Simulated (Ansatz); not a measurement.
## Ni in Ansatz: the effect of target pressure

The system is Ni.

```
Ni
1.0
     0.00000    1.73757    1.73757
     1.73757    0.00000    1.73757
     1.73757    1.73757    0.00000
Ni
1
Cartesian
  0.0000 0.0000 0.0000
```

Alike in all runs:

- Program: Ansatz 0.2.0
- Task: relaxation of cell and atoms
- Functional: PBEsol
- Potentials or basis: all-electron LAPW, scalar-relativistic
- Basis error allowed: 0.001 eV/atom
- k mesh: 13 × 13 × 13
- Occupations: fermi-dirac, width 0.05 eV
- Spin: collinear spin, ferromagnetic start
- Starting moments: [1.0] μB

Each run relaxes the cell or the atoms first.

| target pressure | relaxed volume (Å³/atom) |
| --- | --- |
| 0 GPa | 10.38 |
| 5 GPa | 10.17 |
| 10 GPa | 9.98 |
| 20 GPa | ? |
| 30 GPa | 9.38 |

Q: What does the run with target pressure 20 GPa give?

A: Relaxed volume 9.66 Å³/atom.

Worked out: In Murnaghan's law V^(-B') rises as a straight line in P. The other rows fit best with B' = 4.6, V0 = 10.38 Å³/atom and B0 = 232 GPa, which gives 9.65 Å³/atom at 20 GPa, against the run's 9.66.
